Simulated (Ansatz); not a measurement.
# Bi: a fit and a missing row

Bi, R-3m, a = 4.525 Å, c = 11.653 Å. Ansatz: PBEsol, PAW, 420 eV, Γ-centred 12×12×12 mesh on 2 atoms, Gaussian smearing 0.10 eV; no spin polarisation. Shape and atoms are relaxed at each volume; pressure is positive in compression.

```tsv
V (Å³/atom)	P (GPa)
32.366	2.88
33.399	1.30
34.432	0.00
35.465	-1.02
36.498	?
```

Question: Take V0 = 34.432 Å³/atom, fit the third-order Birch–Murnaghan form to the other rows, and predict the missing pressure.

Answer: With the Eulerian strain f = ½[(V0/V)^(2/3) − 1] and y = P/[3f(1 + 2f)^(5/2)], the form is the line y = B0 + 1.5 B0 (B0′ − 4) f. Rows (f, y): 0.02106, 41.1; 0.01026, 40.1; -0.00976, 36.6. Means f = 0.007187, y = 39.267; Σ(Δf)² = 0.0004891, ΣΔfΔy = 0.07319; the slope is their ratio. y = 38.19 + 149.6 f GPa, so B0 = 38.2 GPa and B0′ = 4 + 2 × (149.6)/(3 × 38.19) = 6.61. At V = 36.498, f = -0.01905, y = 35.34 and P = -1.83 GPa. The run gave -1.74 GPa, so the fit is 0.09 GPa too low, 1.9 % of the span of the series, against an rms of 0.01 GPa on the fitted rows. The row lies outside the fitted range. The records show no cause, and too few rows are left to test a further term.

Spin–orbit coupling is left out, which can shift energies with elements as heavy as these.